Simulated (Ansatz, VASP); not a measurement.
# One calculation of Al2Cu, two programs

```
Al Cu
1.0
     3.94126    0.00000    0.00000
     0.00000    3.94126    0.00000
     0.00000    0.00000    3.04511
Al Cu
2 1
Direct
  0.50746 0.00000 0.50000
  0.89104 0.50000 0.50000
  0.04309 0.00000 0.00000
```

Change from the starting cell: mode 4 frozen in at -0.445 Å, strain +e along z and -e/2 along x and y +0.0700.

Alike in both runs: task single point; functional PBEsol; k mesh 10 × 10 × 14; occupations gaussian, width 0.15 eV; no spin polarisation.

```csv
,VASP,Ansatz
version,VASP 6.6.1,Ansatz 0.2.0
potentials or method,"VASP PAW PBE potentials, release 64 (Al, Cu)","scalar-relativistic, plane waves, PAW"
plane-wave cutoff (eV),520,520
valence electrons in the cell,17,25
```

```tsv
	VASP	Ansatz	Ansatz less VASP
gap on the k mesh at the Fermi level (eV)	none	none	-
pressure (GPa)	5.2	4.8	-0.43
largest component of the traceless stress (GPa)	9.92	9.91	-0.002
rms of the force components (eV/Å)	0.734	0.737	+0.0027
```

Atom by atom the forces differ by 0.004 eV/Å (rms over components). A gap of «none» marks a metal or a gap that the smearing closes. The two sets of potentials don't hold the same shells in valence. Ansatz warned: «pseudo_functional_mismatch».

Caveats: the PAW data sets were made with another functional, which shifts forces and pressure a little (VASP).
